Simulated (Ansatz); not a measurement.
**TaS2: stress in a strained cell**

TaS2 is deformed so: zz strain of +2 %. What stress and forces result, by LAPW, PAW and all-electron datasets made for the crystal?

Program: Ansatz 0.2.0. Level of theory: DFT LDA, scalar-relativistic. These are calculated values, not measurements.

### Step 1. The system as given

Symmetry: P-3m1, No. 164, trigonal system. The conventional cell has a = 3.350 Å, b = 3.350 Å, c = 5.860 Å, α = 90.00°, β = 90.00°, γ = 120.00°. Ta (site symmetry -3m) is surrounded by 6 S at 2.43 Å. S (site symmetry 3m) has 3 Ta at 2.43 Å as nearest neighbours.

Structure file:

```cif
data_structure
_symmetry_space_group_name_H-M 'P-3m1'
_symmetry_Int_Tables_number 164
_cell_length_a 3.3500
_cell_length_b 3.3500
_cell_length_c 5.8600
_cell_angle_alpha 90.000
_cell_angle_beta 90.000
_cell_angle_gamma 120.000
_cell_volume 56.95
loop_
_atom_site_label
_atom_site_type_symbol
_atom_site_symmetry_multiplicity
_atom_site_Wyckoff_symbol
_atom_site_fract_x
_atom_site_fract_y
_atom_site_fract_z
_atom_site_occupancy
Ta1 Ta 1 a 0.00000 0.00000 0.00000 1
S1 S 2 d 0.33333 0.66667 0.25000 1
```

The file gives the conventional cell by its symmetry; the runs use the cell typed in the input.

Atoms are numbered in the order of the input: Ta1, S2, S3.

### Step 2. The deformed structure

Space group P-3m1 before, P-3m1 after.

### Step 3. LAPW, all electrons

File input.yaml:

```yaml
crystal:
  lattice:
    - [3.3500021206, 0.0, 0.0]
    - [-1.6750010603, 2.9011869392, 0.0]
    - [0.0, 0.0, 5.9772]
  atoms:
    - { symbol: Ta, position: [0.0, 0.0, 0.0] }
    - { symbol: S, position: [0.3333333333, 0.6666666667, 0.25] }
    - { symbol: S, position: [0.6666666667, 0.3333333333, 0.75] }
kpoints:
  mp_grid: { grid: [9, 9, 5] }
  band_path:
    path:
      - [0.0, 0.0, 0.0]
      - [0.5, 0.0, 0.0]
      - [0.3333333333, 0.3333333333, 0.0]
      - [0.0, 0.0, 0.0]
      - [0.0, 0.0, 0.5]
      - [0.5, 0.0, 0.5]
      - [0.3333333333, 0.3333333333, 0.5]
      - [0.0, 0.0, 0.5]
      - [0.5, 0.0, 0.5]
    npoints: 5
scf:
  occupations: { method: fermi_dirac, width: 0.03 }
hamiltonian:
  xc: lda
  pseudopotentials: { kind: all_electron, lapw: { basis_error: 0.001 } }
output:
  forces: true
  stress: true
  eigenvalues: true
```

Launch:

```console
ansatz run input.yaml --threads 1 --pin off --max-ram 6144MiB --backend cpu --events-out ev --progress --plain --runs-dir out
```

### Step 4. PAW on the default files

File input.yaml:

```yaml
crystal:
  lattice:
    - [3.3500021206, 0.0, 0.0]
    - [-1.6750010603, 2.9011869392, 0.0]
    - [0.0, 0.0, 5.9772]
  atoms:
    - { symbol: Ta, position: [0.0, 0.0, 0.0] }
    - { symbol: S, position: [0.3333333333, 0.6666666667, 0.25] }
    - { symbol: S, position: [0.6666666667, 0.3333333333, 0.75] }
kpoints:
  mp_grid: { grid: [9, 9, 5] }
scf:
  occupations: { method: fermi_dirac, width: 0.03 }
hamiltonian:
  xc: lda
  pseudopotentials: { kind: paw }
output:
  forces: true
  stress: true
  eigenvalues: true
  efg: { contact_densities: true }
  write_density: true
  write_potential: true
  elf: true
  volumetric_format: npy
```

### Step 5. Datasets made for this crystal

Edit input.yaml of step 4 so:

```diff
@@ -15,3 +15,3 @@
   xc: lda
-  pseudopotentials: { kind: paw }
+  pseudopotentials: { kind: all_electron, datasets: crystal }
 output:
@@ -21,5 +21 @@
   efg: { contact_densities: true }
-  write_density: true
-  write_potential: true
-  elf: true
-  volumetric_format: npy
```

(Steps that only read results are left out.)

**Question.** What will these runs give? Wanted: pressure; largest shear or deviatoric stress.

**Answer**, as computed:

```
                                 quantity                                              value
                                 pressure  LAPW -1.35, PAW -1.33, crystal datasets -1.35 GPa
largest shear or deviatoric stress (LAPW)                                           2.16 GPa
```

What this shows: The largest part of the stress beyond the pressure is 2.16 GPa in size, in the zz component; the atoms are carried along and not relaxed. No run of the undeformed cell stands beside it, so the pressure holds what the given cell had before the change. PAW: stress within 0.03 GPa of LAPW, forces within 5 meV/Å. Crystal datasets: stress within 0.01 GPa of LAPW, forces within 1 meV/Å. Spin-orbit coupling is left out, though the cell holds Ta; in elements this heavy it can shift bands and gaps by tenths of an eV. TaS2 has an odd count of electrons, so a run without spin can force a false metal and spoil its energy.
